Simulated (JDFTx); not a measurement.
CoO:

```xyz
2
Lattice="2.8285 0.0000 0.0000 -1.4142 2.4495 0.0000 0.0000 0.0000 2.7217" Properties=species:S:1:pos:R:3 pbc="T T T"
Co    0.0000    0.0000    1.3609
O     1.4142    0.8165    0.0000
```

The cell was built by a generator and needn't be a form met in nature.

Base run:

- Program: JDFTx 1.7.0 (patched build)
- Functional: PBE
- Potentials or basis: PseudoDojo-SR-PBE-0.5-standard with smoothed tails
- Cutoff: 1306 eV
- Density cutoff: 10449 eV
- k mesh: 9 × 9 × 8
- Occupations: fermi-dirac, width 0.05 eV
- Spin: collinear spin, ferromagnetic start
- Starting moments: [2.0, 0.0] μB
- Fixed moment: 2 μB

Its results: pressure -7.6 GPa; site moments Co +1.80; O +0.21 μB.

Question: The run is repeated on the same cell with these changes: fixed moment from 2 μB to 1 μB. What comes out?

Answer: Pressure -10.8 GPa; site moments Co +0.95; O +0.06 μB.

Caveats: the total moment is fixed, so each spin has its own Fermi level; a cell with one magnetic atom can't hold antiferromagnetic order, which such compounds often take.
